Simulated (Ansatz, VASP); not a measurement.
**SiNi: VASP beside Ansatz**

```
Ni Si
1.0
     2.78162    0.00000    0.00000
     0.00000    2.78162    0.00000
     0.00000    0.00000    2.78162
Ni Si
1 1
Direct
  0.00000 0.00000 0.00000
  0.50000 0.50000 0.50000
```

Alike in both runs: functional PBE; k mesh 14 × 14 × 14; occupations fermi-dirac, width 0.05 eV; no spin polarisation.

Ansatz relaxed the structure, and its values are those at the end. VASP's run is a single point on that final structure, the one shown.

|  | VASP | Ansatz |
| --- | --- | --- |
| version | VASP 6.6.1 | Ansatz 0.2.0 |
| potentials or method | VASP PAW PBE potentials, release 64 (Ni, Si) | PAW with Ansatz's default frozen-core files, scalar-relativistic |
| plane-wave cutoff (eV) | 520 | 420 |
| valence electrons in the cell | 14 | 22 |

```csv
,VASP,Ansatz,Ansatz less VASP
pressure (GPa),12.0,12.0,-0.01
```

The two sets of potentials don't hold the same shells in valence.

Spin polarisation is off, so any magnetic state and its effect on volume and gap are missing.
